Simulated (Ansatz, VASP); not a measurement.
**Two plane-wave programs on As**

The input INCAR:

```
SYSTEM = As
ALGO     = Normal         ! electronic algorithm
EDIFF    = 1E-7           ! SCF threshold, eV
EDIFFG   = -0.01          ! ionic threshold
ENCUT    = 600            ! plane-wave cutoff, eV
GGA      = RP             ! functional
IBRION   = 2              ! ionic algorithm
ISIF     = 3              ! what is computed and relaxed
ISMEAR   = -1             ! smearing method
LASPH    = .True.         ! aspherical terms in the spheres
LCHARG   = .False.        ! write CHGCAR
LREAL    = .False.        ! projectors in reciprocal space
LWAVE    = .False.        ! write WAVECAR
NELM     = 60             ! most SCF steps
NSW      = 80             ! ionic steps
PREC     = Accurate       ! precision mode
SIGMA    = 0.1            ! smearing width, eV
```

Contents of KPOINTS:

```
k-points
0
Gamma
  12 12 7
  0 0 0
```

File POSCAR:

```
As
1.0
    2.9579811701      0.0000000000      0.0000000000
   -1.4789905850      2.5616868372      0.0000000000
    0.0000000000      0.0000000000      4.8303832507
As
2
Direct
    0.3333333333      0.6666666667      0.2500000000
    0.6666666667      0.3333333333      0.7500000000
```

Input for Ansatz:

```yaml
crystal:
  lattice:
    - [2.9579811701, 0.0, 0.0]
    - [-1.478990585, 2.5616868372, 0.0]
    - [0.0, 0.0, 4.8303832507]
  atoms:
    - { symbol: As, position: [0.3333333333, 0.6666666667, 0.25] }
    - { symbol: As, position: [0.6666666667, 0.3333333333, 0.75] }
hamiltonian:
  xc: rpbe
  pseudopotentials:
    kind: paw
    azcp:
      As: "pseudopotentials/As.paw.azcp"
basis:
  ecutwfc: 420
  fft_grid_basis: typed
kpoints:
  mp_grid: { grid: [12, 12, 7], shift: [0, 0, 0] }
magnetization:
  spin_polarized: false
scf:
  occupations: { method: fermi_dirac, width: 0.1 }
relax:
  max_steps: 60
  f_tol: 0.01
  cell: {}
```

The cell was built by a generator and needn't be a form met in nature.

Alike in both runs: task relaxation of cell and atoms; functional RPBE; k mesh 12 × 12 × 7; occupations fermi-dirac, width 0.1 eV; no spin polarisation.

|  | VASP | Ansatz |
| --- | --- | --- |
| version | VASP 6.6.1 | Ansatz 0.2.0 |
| potentials or method | VASP PAW PBE potentials, release 64 (As) | plane waves (420 eV) with PAW, scalar-relativistic |
| plane-wave cutoff (eV) | 600 | 420 |
| valence electrons in the cell | 10 | 30 |

|  | VASP | Ansatz | Ansatz less VASP |
| --- | --- | --- | --- |
| relaxed volume (Å³/atom) | 19.64 | 19.64 | +0.004 |
| relaxed cell length with the largest relative difference (Å) | 4.720 | 4.722 | +0.0024 |
| energy change over the relaxation (meV/atom) | -31 | -31 | 0.0 |

The two sets of potentials don't hold the same shells in valence.

Caveats: the PAW data sets were made with another functional, which shifts forces and pressure a little (VASP).
